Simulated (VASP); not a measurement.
Te2Mo, 6 atoms in the cell. It takes space group P6_3/mmc (No. 194, hexagonal). The conventional cell has a = 3.413 Å, b = 3.413 Å, c = 13.228 Å, α = 90.00°, β = 90.00°, γ = 120.00°. Te (site symmetry 3m) is surrounded by 3 Mo at 2.67 Å. Mo (site symmetry -6m2) has 6 Te at 2.67 Å as nearest neighbours. 

- Program: VASP 6.6.1
- Task: relaxation of shape and atoms at fixed volume
- Functional: PBE
- Dispersion: D3(BJ)
- Potentials or basis: VASP PAW PBE potentials, release 64 (Te, Mo_sv)
- Cutoff: 600 eV
- k mesh: 10 × 10 × 2
- Occupations: gaussian, width 0.05 eV
- Spin: no spin polarisation
- Dipole correction: no
- Further INCAR settings: ALGO = Fast; EDIFF = 1e-07; IBRION = 2; EDIFFG = -0.01; NSW = 60; ISIF = 4

Potentials or basis: VASP PAW PBE potentials, release 64 (Te, Mo_sv).

Run with:

```console
$ cat potpaw_PBE.64/Te/POTCAR potpaw_PBE.64/Mo_sv/POTCAR > POTCAR
$ mpirun -np 1 vasp_std > vasp.out
```

Hardware: 1 thread of Intel(R) Xeon(R) Platinum 8488C (Sapphire Rapids) (shared host).

How long does it take, and how much memory?

It took 7.4 min on 1 thread of Intel(R) Xeon(R) Platinum 8488C (Sapphire Rapids), on a shared host, peak memory 0.37 GiB. Counts: scf iterations 67, k points 28, ion steps 5.
